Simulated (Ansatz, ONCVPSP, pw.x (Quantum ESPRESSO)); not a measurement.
pw.x on fcc Ti: one setting changed

Potential: optimised norm-conserving Vanderbilt (ONCV), ONCVPSP 4.0.1.1 (patched build), PBE; core [Ne], reference 3s2 3p6 3d2 4s2; waves: 3s+4s: rc 1.45 bohr, ncon 4, nbas 8, qcut 7.5 1/bohr, 3 projectors, debl 2.5 Ha; 3p: rc 1.40 bohr, ncon 3, nbas 7, qcut 10.8 1/bohr, 2 projectors, debl 1.6 Ha; 3d: rc 1.35 bohr, ncon 4, nbas 9, qcut 10.1 1/bohr, 2 projectors, debl 1.3 Ha; local part: polynomial inside 0.90 bohr (lpopt 4, dvloc0 6 Ha); core correction: Teter function, fcfact 2.5, rcfact 1.6.

The reference run (k-mesh 14³, cutoffs 110/440 Ry, Fermi–Dirac 0.01 Ry, mixing_beta 0.4, conv_thr 1e-9, no spin) gives -0.02 GPa at 17.482 Å³/atom, where all-electron LAPW gives -0.10 GPa. This run, with its own iteration cap, changes mixing_beta to 0.9.

```
&control
  calculation='scf', prefix='x', pseudo_dir='./', outdir='./tmp', tstress=.true., disk_io='none'
/
&system
  ibrav=0, nat=1, ntyp=1, ecutwfc=110, ecutrho=440, nbnd=14,
  occupations='smearing', smearing='fd', degauss=0.01
/
&electrons
  conv_thr=1e-09, mixing_beta=0.9, electron_maxstep=60
/
ATOMIC_SPECIES
Ti 1.0 Ti.UPF
CELL_PARAMETERS angstrom
  0.00000000 2.05993590 2.05993590
  2.05993590 0.00000000 2.05993590
  2.05993590 2.05993590 0.00000000
ATOMIC_POSITIONS crystal
Ti 0.0000 0.0000 0.0000
K_POINTS automatic
14 14 14 0 0 0
```

```bash
pw.x < Ti.scf.in > Ti.scf.out
```

Problem. How does the run end?

Solution. It converges in 8 iterations; the free energy moves by +0.0 meV/atom and the pressure by -0.01 GPa. The result is that of the reference run.

```
Message from routine setup:
     using ibrav=0 with symmetry is DISCOURAGED, use correct ibrav instead
     lattice parameter (alat)  =       5.5051  a.u.
     unit-cell volume          =     117.9744 (a.u.)^3
     number of electrons       =        12.00
     number of Kohn-Sham states=           14
     kinetic-energy cutoff     =     110.0000  Ry
     charge density cutoff     =     440.0000  Ry
     scf convergence threshold =      1.0E-09
     Exchange-correlation= PBE
     number of k points=   104  Fermi-Dirac smearing, width (Ry)=  0.0100
     iteration #  1     ecut=   110.00 Ry     beta= 0.90
     total energy              =    -120.35415131 Ry
     estimated scf accuracy    <       0.04004112 Ry
     iteration #  2     ecut=   110.00 Ry     beta= 0.90
     total energy              =    -120.35821978 Ry
     estimated scf accuracy    <       0.06305024 Ry
     iteration #  3     ecut=   110.00 Ry     beta= 0.90
     total energy              =    -120.37218499 Ry
     estimated scf accuracy    <       0.00015250 Ry
     [... 2 iterations left out ...]
     iteration #  6     ecut=   110.00 Ry     beta= 0.90
     total energy              =    -120.37225778 Ry
     estimated scf accuracy    <       0.00000011 Ry
     iteration #  7     ecut=   110.00 Ry     beta= 0.90
     total energy              =    -120.37225778 Ry
     estimated scf accuracy    <          8.8E-09 Ry
     iteration #  8     ecut=   110.00 Ry     beta= 0.90
     the Fermi energy is    13.1524 ev
!    total energy              =    -120.37225778 Ry
     estimated scf accuracy    <          9.7E-12 Ry
     smearing contrib. (-TS)   =      -0.00766924 Ry
     The total energy is F=E-TS. E is the sum of the following terms:
     one-electron contribution =     -41.04788956 Ry
     hartree contribution      =      24.62746403 Ry
     xc contribution           =     -19.14214281 Ry
     ewald contribution        =     -84.80202019 Ry
     convergence has been achieved in   8 iterations
          total   stress  (Ry/bohr**3)                   (kbar)     P=       -0.27
     Message from routine punch:
     Nothing written, as per user request (disk_io='none')
```

The run took about 85 s on one core of a shared host (Neoverse-N1, 64 threads, 124 GiB, load 58).
